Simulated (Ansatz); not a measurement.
# TiTe2: the cost of one run

Computed with Ansatz 0.2.0 (DFT PBEsol, scalar-relativistic, unless a step's input says otherwise).

### 1 The system as given

It takes space group P-3m1 (No. 164, trigonal). The conventional cell has a = 3.777 Å, b = 3.777 Å, c = 6.498 Å, α = 90.00°, β = 90.00°, γ = 120.00°. Ti (site symmetry -3m) has 6 Te at 2.77 Å in its first shell of neighbours. Around Te (site symmetry 3m) lie 3 Ti at 2.77 Å.

As a file:

```cif
data_structure
_symmetry_space_group_name_H-M 'P-3m1'
_symmetry_Int_Tables_number 164
_cell_length_a 3.7770
_cell_length_b 3.7770
_cell_length_c 6.4980
_cell_angle_alpha 90.000
_cell_angle_beta 90.000
_cell_angle_gamma 120.000
_cell_volume 80.28
loop_
_atom_site_label
_atom_site_type_symbol
_atom_site_symmetry_multiplicity
_atom_site_Wyckoff_symbol
_atom_site_fract_x
_atom_site_fract_y
_atom_site_fract_z
_atom_site_occupancy
Ti1 Ti 1 a 0.00000 0.00000 0.00000 1
Te1 Te 2 d 0.66667 0.33333 0.26280 1
```

The file gives the conventional cell by its symmetry; the runs use the cell typed in the input.

Atoms are numbered in the order of the input: Ti1, Te2, Te3.

### 2 After the deformation

Space group P-3m1 before, P-3m1 after.

### 3 Full-potential LAPW

input.yaml reads:

```yaml
crystal:
  lattice:
    - [3.7392308787, 0.0, 0.0]
    - [-1.8696154394, 3.2382689316, 0.0]
    - [0.0, 0.0, 6.498]
  atoms:
    - { symbol: Ti, position: [0.0, 0.0, 0.0] }
    - { symbol: Te, position: [0.6666666667, 0.3333333333, 0.2628] }
    - { symbol: Te, position: [0.3333333333, 0.6666666667, 0.7372] }
kpoints:
  mp_grid: { grid: [13, 13, 7] }
  band_path:
    path:
      - [0.0, 0.0, 0.0]
      - [0.5, 0.0, 0.0]
      - [0.3333333333, 0.3333333333, 0.0]
      - [0.0, 0.0, 0.0]
      - [0.0, 0.0, 0.5]
      - [0.5, 0.0, 0.5]
      - [0.3333333333, 0.3333333333, 0.5]
      - [0.0, 0.0, 0.5]
      - [0.5, 0.0, 0.5]
    npoints: 5
scf:
  occupations: { method: fermi_dirac, width: 0.03 }
hamiltonian:
  xc: pbesol
  pseudopotentials: { kind: all_electron, lapw: { basis_error: 0.001 } }
output:
  forces: true
  stress: true
  eigenvalues: true
```

The run is started by

```
$ ansatz run input.yaml --threads 1 --pin off --max-ram 4096MiB --backend cpu --events-out ev --progress --plain --runs-dir out
```

**Question.** How long does this run take on 1 thread of AMD EPYC 9R45 (Zen 5), shared host, and how much memory does it need?

About 22 s, with a peak of 0.82 GiB.
